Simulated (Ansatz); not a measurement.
TiAl:

```
CELL_PARAMETERS angstrom
3.17906 0.00000 0.00000
0.00000 3.17906 0.00000
0.00000 0.00000 3.17906
ATOMIC_POSITIONS crystal
Ti 0.00000 0.00000 0.00000
Al 0.50000 0.50000 0.50000
```

The cell comes from a database or a generator and needn't be the stable form of this composition.

```yaml
Program: Ansatz 0.2.0
Task: relaxation of cell and atoms
Functional: revPBE
Dispersion: D3(BJ)
Potentials_or_basis: Ansatz PAW
Cutoff: "420 eV (not typed: the program's choice for these potentials)"
k_mesh: 8 × 8 × 8
Occupations: fermi-dirac, width 0.05 eV
Spin: no spin polarisation
```

At the start: volume 16.06 Å³/atom.

Q: How do energy, volume and symmetry change on relaxing?

A: It ends after 5 steps and the volume is 15.13 Å³/atom (-5.8 %); space group Pm-3m (No. 221, to 0.05 Å).

Step by step:
| step | energy change (eV) | largest force (eV/Å) | volume (Å³) |
| --- | --- | --- | --- |
| 1 | 0.0000 | 0.0000 | 32.13 |
| 2 | -0.0310 | 0.0000 | 29.37 |
| 3 | -0.0415 | 0.0000 | 30.34 |
| 4 | -0.0416 | 0.0000 | 30.26 |
| 5 | -0.0412 | 0.0000 | 30.26 |

Final structure:
```
CELL_PARAMETERS angstrom
3.11617 0.00000 0.00000
0.00000 3.11617 0.00000
0.00000 0.00000 3.11617
ATOMIC_POSITIONS crystal
Ti 0.00000 0.00000 0.00000
Al 0.50000 0.50000 0.50000
```

Caveat: the plane-wave basis is chosen anew once the cell has moved, so the energies of steps on either side of that aren't comparable; pairwise dispersion overbinds metals, which lowers pressure and volume; the PAW data sets come from PBE, with cores solved anew for the run's functional, which leaves a small shift of forces and pressure.
